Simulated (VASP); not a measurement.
Set up this calculation in VASP 6.6.1, as the native input.

```yaml
Task: single point
Functional: PBE
Potentials_or_basis: VASP PAW PBE potentials, release 64 (Zn)
Cutoff: 520 eV
k_mesh: 8 × 8 × 8
Occupations: gaussian, width 0.1 eV
Spin: no spin polarisation
Dipole_correction: no
Further_INCAR_settings: ALGO = Normal; EDIFF = 1e-06; NBANDS = 12
```

The structure of Zn lies in POSCAR:

```
Zn
1.0
    0.0000000000      1.9647760000      1.9647760000
    1.9647760000      0.0000000000      1.9647760000
    1.9647760000      1.9647760000      0.0000000000
Zn
1
Direct
    0.0000000000      0.0000000000      0.0000000000
```

This isn't the form of Zn at room conditions, which is hcp.

The input as run:

INCAR

```
SYSTEM = Zn
  ALGO = Normal
  EDIFF = 1E-6
  ENCUT = 520
  GGA = PE
  ISIF = 2
  ISMEAR = 0
  LASPH = .TRUE.
  LCHARG = .TRUE.
  LELF = .TRUE.
  LREAL = .FALSE.
  LVHAR = .TRUE.
  LWAVE = .FALSE.
  NBANDS = 12
  NELM = 80
  PREC = Accurate
  SIGMA = 0.1
```

KPOINTS

```
k-points
0
G
  8 8 8
  0 0 0
```

Potentials or basis: VASP PAW PBE potentials, release 64 (Zn).

Run with:

```bash
$ cat potpaw_PBE.64/Zn/POTCAR > POTCAR
$ mpirun -np 1 vasp_std > vasp.out
```

Results of the run:

```yaml
Pressure: 0.6 GPa
Band_gap_on_the_k_mesh: none (metal or under the smearing width)
```

It took 6.2 s on 1 thread of Intel(R) Xeon(R) Platinum 8259CL CPU @ 2.50GHz (Skylake/Cascade Lake), on a shared host, peak memory 0.13 GiB.
